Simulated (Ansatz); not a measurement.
Program: Ansatz. Geometries: PBE0-D4/def2-TZVP. ΔE: electronic, gas phase. CCSD(T)/CBS is the MP2 limit (def2-TZVPP, def2-QZVPP) plus CCSD(T) − MP2 in def2-TZVPP, frozen cores. This one scheme is used for every species. Functionals use def2-TZVPP. B3LYP here is the variant with VWN-RPA as its local correlation; programs differ in this. Each species was taken in one conformer, which may not be the lowest.

Reaction (substitution at a C–C bond): `CCCS` + `O[SiH3]` → `[SiH3]OCS` + `CC`

```tsv
level	ΔE (kJ/mol)
PBE-D4	44.2
B3LYP-D4	41.6
r2SCAN	45.4
CCSD(T)/def2-TZVPP	51.1
```

(1) What does CCSD(T)/CBS give? (Estimate.)

Largest T1 diagnostic among the species: 0.012.

Answers

(1) Computed: +53.6 kJ/mol. The listed levels differ from it by -9.4, -12.0, -8.2, -2.5 kJ/mol.

In def2-TZVPP, CCSD(T) changes the Hartree–Fock value by +11.4 kJ/mol (the triples alone add +0.6 kJ/mol) and MP2 by +17.6 kJ/mol. From PBE to PBE0 (25 % exact exchange), in def2-TZVPP and without D4, ΔE moves by +4.2 kJ/mol.

CCSD(T)/CBS has its own doubt, a few kJ/mol and more with outer-core shells, so smaller differences from it don't rank the levels.
